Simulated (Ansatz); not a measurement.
HgTe

```
Hg Te
1.0
     4.69716    0.00000    0.00000
    -2.34858    4.06786    0.00000
     0.00000    0.00000    7.71100
Hg Te
2 2
Direct
  0.33333 0.66667 0.00061
  0.66667 0.33333 0.50061
  0.33333 0.66667 0.37539
  0.66667 0.33333 0.87539
```

Atoms are numbered in the order listed.

The cell was built from the wurtzite type and relaxed in the same program, and has space group P6_3mc; it needn't be a known or the stable phase.

No spin–orbit coupling, which matters for the heavy atoms here.

All numbers are computed: DFT, PBE, all-electron LAPW, scalar-relativistic (Ansatz 0.2.0); DFT, PBE, PAW with Ansatz's default frozen-core files, scalar-relativistic (Ansatz 0.2.0).

For LAPW: a Γ-centred 10×10×6 k mesh, Fermi–Dirac smearing of 0.03 eV, basis error target 0.5 meV/atom, no spin polarisation. PAW takes a cutoff of 420 eV at this cell. The Ansatz runs share mesh, smearing and spin set-up. Values come from LAPW unless marked.

```yaml
Volume_per_atom: 36.83 Å³
Pressure_at_this_cell: 0.00 GPa
```

Question: Give the computed value. Band gap.

Answer: None at this level of theory (metallic, semimetallic, or a small gap that the functional closes).

Question: Density of states at the Fermi level (0.2 eV bin): what does the calculation give?

Answer: 0.03 states/eV per cell.

Question: Give the computed value. Bader charges (from the PAW run).

Answer: Hg1 +0.14, Te3 -0.14 e.

Question: Predict this quantity. Löwdin charges (with 0.43 e of the cell spilling out of the atomic basis, so their sizes and signs hang on that basis).

Answer: Hg1 0.95, Te3 -0.73 e.
